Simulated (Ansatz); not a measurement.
One crystal and one scan (frozen-phonon scan) at two levels, PBE (plane waves to 420 eV, PAW, scalar-relativistic; Ansatz, a quantum-chemistry and plane-wave program) and r2SCAN (plane waves to 500 eV, PAW, scalar-relativistic; Ansatz), each from its own relaxed cell and on its own mesh. The cell shown is that of PBE.

Starting cell, LiI (rock salt):

```
CELL_PARAMETERS angstrom
      0.00000     6.01904     6.01904
      3.00952     0.00000     3.00952
      3.00952     3.00952     0.00000
ATOMIC_POSITIONS crystal
  I  0.00000 0.00000 0.00000
  I  0.50000 0.00000 0.00000
  Li 0.25000 0.50000 0.50000
  Li 0.75000 0.50000 0.50000
```

The atoms are displaced by Q × the pattern below (from a DFPT mode at L = (0.5, 0.0, 0.0), largest move 1; Q in Å), at fixed cell. It is one choice among 2 degenerate patterns. (q is in reciprocal vectors of the primitive cell; the cell shown is doubled to hold the pattern.)

| atom | x | y | z |
|---|---|---|---|
| I1 | 0.285 | -0.520 | 0.805 |
| I2 | -0.285 | 0.520 | -0.805 |

Atoms not listed stay in place.

LiI was relaxed with its symmetry unable to fall. Spin-orbit coupling is left out, though I is heavy. Both scans cover Q from -0.180 to 0.180 Å.

ΔE (meV/cell), each from the undisplaced structure of its own level:

```csv
Q (Å),PBE,r2SCAN
-0.180,29.0,33.6
-0.150,20.0,23.2
-0.120,12.7,withheld
-0.090,7.1,8.3
-0.060,3.1,3.7
-0.030,0.8,0.9
0.000,0.0,0.0
0.030,0.8,0.9
0.060,3.1,3.7
0.090,7.1,8.3
0.120,12.7,withheld
0.150,20.0,23.2
0.180,29.0,33.6
```

Problem. Estimate the r2SCAN value at 0.120 from the PBE value there and the ratio of the two levels in the two nearest given rows on that side of the minimum.

Solution. At 0.090 and 0.150 the ratio r2SCAN/PBE averages 1.165, which gives 1.165 × 12.7 = 14.8 meV/cell. The calculation gives 14.8 meV/cell, +16.5 % against PBE.

(A displaced cell: forces are minus the slopes of the energy, force constants its curvatures, and phonons follow from these.)
